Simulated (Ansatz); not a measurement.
GaSb in Ansatz: convergence with smearing width

Input of the first run (smearing width 0.3 eV); the others differ in this setting and in those tied to it:

input.yaml

```yaml
crystal:
  lattice:
    - [-1.555901, 2.675003, 2.893313]
    - [1.555901, -2.675003, 2.893313]
    - [1.555901, 2.675003, -2.893313]
  atoms:
    - { symbol: Sb, position: [0.5, 0.5, 0.0] }
    - { symbol: Ga, position: [0.0, 0.0, 0.0] }
hamiltonian:
  xc: pbe
  pseudopotentials: { kind: paw }
kpoints:
  mp_grid: { grid: [8, 8, 8] }
scf:
  occupations: { method: gaussian, width: 0.3 }
output:
  forces: true
  stress: true
  eigenvalues: true
```

Potentials or basis: Ansatz PAW.

Run with:

```sh
$ ansatz run input.yaml --threads 2 --pin off --max-ram 5632MiB --backend cpu --events-out ev --progress --plain --runs-dir out
```

Measurements of this composition are mostly on another form, of space group No. 216.

Hardware: 2 threads of Intel(R) Xeon(R) Platinum 8259CL CPU @ 2.50GHz (Skylake/Cascade Lake), on a shared host.

| smearing width | energy less the tightest run, at zero smearing (meV/atom) | pressure (GPa) | SCF cycles | CPU time (s) | peak memory (GiB) |
| --- | --- | --- | --- | --- | --- |
| 0.3 eV | -1.12 | -0.04 | 7 | 6.9 | 0.43 |
| 0.2 eV | -0.57 | -0.12 | 7 | 6.9 | 0.44 |
| 0.15 eV | -0.29 | -0.15 | 7 | 7.8 | 0.41 |
| 0.1 eV | -0.10 | -0.19 | 7 | 7.7 | 0.44 |
| 0.05 eV | -0.05 | -0.21 | 7 | 6.7 | 0.44 |
| 0.025 eV | -0.05 | -0.22 | 6 | 6.2 | 0.44 |
| 0.01 eV | -0.01 | -0.22 | 7 | 6.8 | 0.44 |
| 0.005 eV | 0.00 | -0.23 | 7 | 7.1 | 0.41 |

Against the tightest run, the energy stays within 1 meV/atom from 0.2 eV on; the pressure stays within 0.1 GPa from 0.15 eV on. Narrower smearing needs a denser k mesh, so at a fixed mesh the narrowest width isn't the most accurate. The tightest run that finished is the yardstick and may itself not be fully converged.

The run has no spin-orbit coupling, so splittings on Sb are missing.
